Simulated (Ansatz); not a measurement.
**Si (P6_3/mmc): scan of the energy under strain, by script**

The task is a scan of the energy under strain, for Si (P6_3/mmc).

This is Si in the hcp structure; at room conditions it is diamond.

All numbers are computed with Ansatz 0.2.0 through its Python package. Level of theory: DFT PBE, plane waves, PAW.

### 1 The structure

The structure is hexagonal, space group P6_3/mmc (No. 194). Conventional cell: a = 2.444 Å, b = 2.444 Å, c = 4.152 Å, α = 90.00°, β = 90.00°, γ = 120.00°. Around Si (site symmetry -6m2) lie 12 Si at 2.44 to 2.51 Å.

The script holds or builds the structure itself.

### 2 The script

The input, run_strain.py:

```python
"""A tetragonal strain scan of Si."""

from dataclasses import dataclass
import warnings

import ansatz as az
import matplotlib.pyplot as plt
import numpy as np


@dataclass
class RunConfig:
    xc: str = "PBE"
    occupations: str = "Fermi-Dirac"
    cutoff_ev: int = 520
    mesh: tuple[int, ...] = (16, 16, 8)


settings = RunConfig()

VECTORS = np.array([
    [2.444, 0.0, 0.0],
    [-1.222, 2.116566, 0.0],
    [0.0, 0.0, 4.152],
])
SITES = [
    ("Si", (1 / 3, 2 / 3, 0.25)),
    ("Si", (2 / 3, 1 / 3, 0.75)),
]


def crystal_on(cell):
    crystal = az.Crystal(lattice=az.Lattice.of(cell))
    for symbol, position in SITES:
        crystal = crystal.atom(symbol, position)
    return crystal

warnings.simplefilter("ignore", az.DeckWarning)

# clamped ions: the fractional positions stay as typed
values = np.linspace(-0.01, 0.01, 5)
energies = []
for d in values:
    strain = np.diag([d, d, (1 + d) ** -2 - 1])
    cell = VECTORS @ (np.eye(3) + strain)
    job = (
        crystal_on(cell).calculation()
        .functional(settings.xc)
        .occupations(settings.occupations)
        .basis(settings.cutoff_ev)
        .kpoints(*settings.mesh)
        .stress()
    )
    rep = job.run(threads=1, backend="cpu").report
    energies.append(rep["free_energy_ev"] / len(SITES))
    s = rep["stress_gpa"]
    print(f"d = {d:+.4f}  stress xx yy zz xy (GPa, compression positive): {s[0][0]:8.3f} {s[1][1]:8.3f} {s[2][2]:8.3f} {s[0][1]:8.3f}")
energies = np.array(energies)

for value, e in zip(values, energies):
    print(f"strain {value:7.3f}   E - Emin = {1000 * (e - energies.min()):9.3f} meV/atom")
plt.figure(figsize=(4.5, 3))
plt.plot(values, 1000 * (energies - energies.min()), "o-")
plt.xlabel("strain")
plt.ylabel("meV/atom")
plt.tight_layout()
plt.savefig("strain.png", dpi=100)
curvature = 2 * np.polyfit(values, energies, 3)[1]
volume = abs(np.linalg.det(VECTORS)) / len(SITES)
print(f"d2E/dd2 over the volume: {curvature / volume * 160.21766:.1f} GPa")
```

### 3 The calls as engine input

The engine receives this input (first run):

```yaml
crystal:
  lattice:
    - [2.4195599999999997, 0.0, 0.0]
    - [-1.2097799999999999, 2.0954003400000003, 0.0]
    - [0.0, 0.0, 4.2363024181206]
  atoms:
    - { symbol: Si, position: [0.3333333333333333, 0.6666666666666666, 0.25] }
    - { symbol: Si, position: [0.6666666666666666, 0.3333333333333333, 0.75] }
basis:
  ecutwfc: 520.0
kpoints:
  mp_grid:
    grid: [16, 16, 8]
hamiltonian:
  xc: pbe
scf:
  occupations:
    method: fermi_dirac
output:
  stress: true
```

### 4 The run

Run with:

```console
> python run_strain.py
```

The log of the run:

```text
d = -0.0100  stress xx yy zz xy (GPa, compression positive):   53.702   53.702   41.088    0.000
d = -0.0050  stress xx yy zz xy (GPa, compression positive):   51.426   51.426   44.875   -0.000
d = +0.0000  stress xx yy zz xy (GPa, compression positive):   48.821   48.821   49.927    0.000
d = +0.0050  stress xx yy zz xy (GPa, compression positive):   46.807   46.807   54.322   -0.000
d = +0.0100  stress xx yy zz xy (GPa, compression positive):   45.566   45.566   57.638    0.000
strain  -0.010   E - Emin =     8.457 meV/atom
strain  -0.005   E - Emin =     1.822 meV/atom
strain   0.000   E - Emin =     0.000 meV/atom
strain   0.005   E - Emin =     3.001 meV/atom
strain   0.010   E - Emin =     9.588 meV/atom
d2E/dd2 over the volume: 2665.7 GPa
```

Run time: 8.3 s. Hardware: 1 thread of Arm Neoverse V2, shared host; peak memory 0.41 GiB.

### 5 Inputs of later runs

The engine's inputs for some of the other runs:

Run 2, against run 1:

```diff
@@ -3,3 +3,3 @@
-    - [2.4195599999999997, 0.0, 0.0]
-    - [-1.2097799999999999, 2.0954003400000003, 0.0]
-    - [0.0, 0.0, 4.2363024181206]
+    - [2.43178, 0.0, 0.0]
+    - [-1.21589, 2.10598317, 0.0]
+    - [0.0, 0.0, 4.193833489053307]
```

Run 4, against run 1:

```diff
@@ -3,3 +3,3 @@
-    - [2.4195599999999997, 0.0, 0.0]
-    - [-1.2097799999999999, 2.0954003400000003, 0.0]
-    - [0.0, 0.0, 4.2363024181206]
+    - [2.4562199999999996, 0.0, 0.0]
+    - [-1.2281099999999998, 2.12714883, 0.0]
+    - [0.0, 0.0, 4.110789336897603]
```

Run 5, against run 1:

```diff
@@ -3,3 +3,3 @@
-    - [2.4195599999999997, 0.0, 0.0]
-    - [-1.2097799999999999, 2.0954003400000003, 0.0]
-    - [0.0, 0.0, 4.2363024181206]
+    - [2.46844, 0.0, 0.0]
+    - [-1.23422, 2.13773166, 0.0]
+    - [0.0, 0.0, 4.070189197137536]
```

### 6 The engine's runs

One row for each of the 5 runs:

| run | strain | energy from run 3 (meV/atom) | pressure (GPa) | SCF cycles | CPU time (s) |
| --- | --- | --- | --- | --- | --- |
| 1 | -0.010 | 8.46 | 49.50 | 6 | 1.5 |
| 2 | -0.005 | 1.82 | 49.24 | 6 | 1.4 |
| 3 | 0.000 | 0.00 | 49.19 | 6 | 1.4 |
| 4 | 0.005 | 3.00 | 49.31 | 6 | 1.4 |
| 5 | 0.010 | 9.59 | 49.59 | 6 | 1.4 |

Energies are free energies F = E - TS of the smeared occupations. 

### 7 Outcome

| quantity | value |
| --- | --- |
| curvature under the strain | 2665.7 GPa |
| runs compared | 5 |
| range of energy | 9.59 meV/atom |
| lowest point, strain | 0.000 |

**Reading.** Against the unstrained cell the energy per atom changes by +8.46 meV at one end of the scan and +9.59 meV at the other, and its second derivative over the volume is 2665.7 GPa. Notes:
- The curvature belongs to this strain pattern and to the cell's stress; it equals a single elastic constant only for simple patterns.
- In a metal a curvature from energy changes of a few meV or less hangs on mesh and smearing, in size and even in sign.
- At these settings the cell as given stands under about 49 GPa, so it isn't at this functional's equilibrium volume.
- This isn't the structure that Si takes at ambient conditions.
- The ions keep their fractional positions (clamped ions).
